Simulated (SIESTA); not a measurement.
AlRu under changes of volume

One of the cells (13.387 Å³/atom); the others are scaled copies at fixed shape and fractional positions:

```
CELL_PARAMETERS angstrom
2.99160 0.00000 0.00000
0.00000 2.99160 0.00000
0.00000 0.00000 2.99160
ATOMIC_POSITIONS crystal
Ru 0.50000 0.50000 0.50000
Al 0.00000 0.00000 0.00000
```

- Program: SIESTA 5.4.2
- Functional: LDA
- Potentials or basis: PseudoDojo 0.4 standard (LDA files)
- Basis: DZP (energy shift 0.003 Ry; two zetas on semicore shells)
- Grid cutoff: 800 Ry
- Energy shift: 0.003 Ry
- k mesh: 9 × 9 × 9
- Occupations: fermi-dirac, width 0.05 eV
- Spin: no spin polarisation

| volume (Å³/atom) | energy over the lowest point (meV/atom) | pressure (GPa) |
| --- | --- | --- |
| 12.584 | 8.06 | 7.6 |
| 12.851 | 0.00 | 2.2 |
| 13.119 | 0.55 | -2.6 |
| 13.387 | 8.52 | -6.8 |
| 13.655 | 23.29 | -10.7 |
| 13.922 | ? | ? |
| 14.190 | 70.25 | -17.0 |

What does the run at 13.922 Å³/atom give?

Energy over the lowest point 44.15 meV/atom; pressure -14.0 GPa.

Worked out: A Birch-Murnaghan fit of order 3 (a polynomial in V^(-2/3)) to the other rows has its minimum at 12.97 Å³/atom with B0 = V·E''(V) = 233 GPa and B' = 4.5. It gives 44.05 meV/atom at 13.922 Å³/atom, against the run's 44.15, and -dE/dV = -14.1 GPa, against -14.0.

Energies are extrapolated to zero smearing.

Caveats: the basis of atomic orbitals isn't converged, which shifts pressures, moduli and gaps.
